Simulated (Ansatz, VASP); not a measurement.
Two plane-wave programs on HgTe

```
CELL_PARAMETERS angstrom
0.00000 3.35244 3.35244
3.35244 0.00000 3.35244
3.35244 3.35244 0.00000
ATOMIC_POSITIONS crystal
Hg 0.00000 0.00000 0.00000
Te 0.75000 0.75000 0.75000
```

Change from the starting cell: strain +0.040 along x and y, +0.040 along z, atoms carried along.

Alike in both runs: task single point; functional PBEsol; k mesh 14 × 14 × 14; occupations gaussian, width 0.15 eV; no spin polarisation.

```csv
,VASP,Ansatz
version,VASP 6.6.1,Ansatz 0.2.0
potentials or method,"VASP PAW PBE potentials, release 64 (Hg, Te)","scalar-relativistic, plane waves, PAW"
plane-wave cutoff (eV),520,420
valence electrons in the cell,18,36
```

|  | VASP | Ansatz | Ansatz less VASP |
| --- | --- | --- | --- |
| gap on the k mesh at the Fermi level (eV) | none | none | - |
| pressure (GPa) | -2.9 | -3.0 | -0.07 |

A gap of «none» marks a metal or a gap that the smearing closes. The functional is the same, so the differences come from potentials, cutoffs and numerics. The two sets of potentials don't hold the same shells in valence.

Caveats: the PAW data sets were made with another functional, which shifts forces and pressure a little (VASP). Spin-orbit coupling is left out, which matters for the levels of Hg, Te.
